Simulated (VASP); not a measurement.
A run of VASP 6.6.1 is set up as follows.

The input INCAR:

```
  ALGO = Normal
  EDIFF = 1E-6
  ENCUT = 520
  GGA = RP
  ICORELEVEL = 1
  ISIF = 2
  ISMEAR = 0
  LASPH = True
  LCHARG = False
  LREAL = False
  LWAVE = False
  NBANDS = 11
  NELM = 80
  PREC = Accurate
  SIGMA = 0.03
```

File KPOINTS:

```
k-points
0
Gamma
  10 10 10
```

File POSCAR:

```
Si                                      
1.0
    0.0000000000      2.7487196613      2.7487196613
    2.7487196613      0.0000000000      2.7487196613
    2.7487196613      2.7487196613      0.0000000000
  Si            
     2
Direct
     0.7500000000000000    0.7500000000000000    0.7500000000000000
     0.5000000000000000    0.5000000000000000    0.5000000000000000
```

File KPOINTS_OPT:

```
explicit points
109
Reciprocal
 0.0000000000  0.0000000000  0.0000000000 1
 0.0555555556  0.0000000000  0.0555555556 1
 0.1111111111  0.0000000000  0.1111111111 1
 0.1666666667  0.0000000000  0.1666666667 1
 0.2222222222  0.0000000000  0.2222222222 1
 0.2777777778  0.0000000000  0.2777777778 1
 0.3333333333  0.0000000000  0.3333333333 1
 0.3888888889  0.0000000000  0.3888888889 1
 0.4444444444  0.0000000000  0.4444444444 1
 0.5000000000  0.0000000000  0.5000000000 1
 0.5000000000  0.0000000000  0.5000000000 1
 0.5000000000  0.0277777778  0.5277777778 1
 0.5000000000  0.0555555556  0.5555555556 1
 0.5000000000  0.0833333333  0.5833333333 1
 0.5000000000  0.1111111111  0.6111111111 1
 0.5000000000  0.1388888889  0.6388888889 1
 0.5000000000  0.1666666667  0.6666666667 1
 0.5000000000  0.1944444444  0.6944444444 1
 0.5000000000  0.2222222222  0.7222222222 1
 0.5000000000  0.2500000000  0.7500000000 1
 0.5000000000  0.2500000000  0.7500000000 1
 0.4861111111  0.2638888889  0.7500000000 1
 0.4722222222  0.2777777778  0.7500000000 1
 0.4583333333  0.2916666667  0.7500000000 1
 0.4444444444  0.3055555556  0.7500000000 1
 0.4305555556  0.3194444444  0.7500000000 1
 0.4166666667  0.3333333333  0.7500000000 1
 0.4027777778  0.3472222222  0.7500000000 1
 0.3888888889  0.3611111111  0.7500000000 1
 0.3750000000  0.3750000000  0.7500000000 1
 0.3750000000  0.3750000000  0.7500000000 1
 0.3333333333  0.3333333333  0.6666666667 1
 0.2916666667  0.2916666667  0.5833333333 1
 0.2500000000  0.2500000000  0.5000000000 1
 0.2083333333  0.2083333333  0.4166666667 1
 0.1666666667  0.1666666667  0.3333333333 1
 0.1250000000  0.1250000000  0.2500000000 1
 0.0833333333  0.0833333333  0.1666666667 1
 0.0416666667  0.0416666667  0.0833333333 1
 0.0000000000  0.0000000000  0.0000000000 1
 0.0000000000  0.0000000000  0.0000000000 1
 0.0555555556  0.0555555556  0.0555555556 1
 0.1111111111  0.1111111111  0.1111111111 1
 0.1666666667  0.1666666667  0.1666666667 1
 0.2222222222  0.2222222222  0.2222222222 1
 0.2777777778  0.2777777778  0.2777777778 1
 0.3333333333  0.3333333333  0.3333333333 1
 0.3888888889  0.3888888889  0.3888888889 1
 0.4444444444  0.4444444444  0.4444444444 1
 0.5000000000  0.5000000000  0.5000000000 1
 0.5000000000  0.5000000000  0.5000000000 1
 0.5138888889  0.4722222222  0.5138888889 1
 0.5277777778  0.4444444444  0.5277777778 1
 0.5416666667  0.4166666667  0.5416666667 1
 0.5555555556  0.3888888889  0.5555555556 1
 0.5694444444  0.3611111111  0.5694444444 1
 0.5833333333  0.3333333333  0.5833333333 1
 0.5972222222  0.3055555556  0.5972222222 1
 0.6111111111  0.2777777778  0.6111111111 1
 0.6250000000  0.2500000000  0.6250000000 1
 0.6250000000  0.2500000000  0.6250000000 1
 0.6111111111  0.2500000000  0.6388888889 1
 0.5972222222  0.2500000000  0.6527777778 1
 0.5833333333  0.2500000000  0.6666666667 1
 0.5694444444  0.2500000000  0.6805555556 1
 0.5555555556  0.2500000000  0.6944444444 1
 0.5416666667  0.2500000000  0.7083333333 1
 0.5277777778  0.2500000000  0.7222222222 1
 0.5138888889  0.2500000000  0.7361111111 1
 0.5000000000  0.2500000000  0.7500000000 1
 0.5000000000  0.2500000000  0.7500000000 1
 0.5000000000  0.2777777778  0.7222222222 1
 0.5000000000  0.3055555556  0.6944444444 1
 0.5000000000  0.3333333333  0.6666666667 1
 0.5000000000  0.3611111111  0.6388888889 1
 0.5000000000  0.3888888889  0.6111111111 1
 0.5000000000  0.4166666667  0.5833333333 1
 0.5000000000  0.4444444444  0.5555555556 1
 0.5000000000  0.4722222222  0.5277777778 1
 0.5000000000  0.5000000000  0.5000000000 1
 0.5000000000  0.5000000000  0.5000000000 1
 0.4861111111  0.4861111111  0.5277777778 1
 0.4722222222  0.4722222222  0.5555555556 1
 0.4583333333  0.4583333333  0.5833333333 1
 0.4444444444  0.4444444444  0.6111111111 1
 0.4305555556  0.4305555556  0.6388888889 1
 0.4166666667  0.4166666667  0.6666666667 1
 0.4027777778  0.4027777778  0.6944444444 1
 0.3888888889  0.3888888889  0.7222222222 1
 0.3750000000  0.3750000000  0.7500000000 1
 0.6250000000  0.2500000000  0.6250000000 1
 0.6111111111  0.2222222222  0.6111111111 1
 0.5972222222  0.1944444444  0.5972222222 1
 0.5833333333  0.1666666667  0.5833333333 1
 0.5694444444  0.1388888889  0.5694444444 1
 0.5555555556  0.1111111111  0.5555555556 1
 0.5416666667  0.0833333333  0.5416666667 1
 0.5277777778  0.0555555556  0.5277777778 1
 0.5138888889  0.0277777778  0.5138888889 1
 0.5000000000  0.0000000000  0.5000000000 1
 0.0000000000  0.0000000000  0.0000000000 1
 0.3750000000  0.3750000000  0.7500000000 1
 0.5000000000  0.5000000000  0.5000000000 1
 0.6250000000  0.2500000000  0.6250000000 1
 0.5000000000  0.2500000000  0.7500000000 1
 0.5000000000  0.0000000000  0.5000000000 1
 0.4000000000  0.0000000000  0.4000000000 1
 0.4250000000  0.0000000000  0.4250000000 1
 0.4500000000  0.0000000000  0.4500000000 1
```

Potentials or basis: VASP PAW PBE potentials, release 64 (Si).

The run is started by

```sh
$ cat potpaw_PBE.64/Si/POTCAR > POTCAR
$ mpirun -np 1 vasp_std > vasp.out
```

(1) Estimate the pressure.

(2) What does it give for the band gap on the k mesh?

(3) What does it give for the band gap along the path?

Results:

(1) 0.0 GPa.

(2) 0.70 eV, indirect (least direct gap 2.56 eV).

(3) 0.70 eV, indirect (least direct gap 2.56 eV).

Caveat: the PAW data sets were made with another functional, which shifts forces and pressure a little.
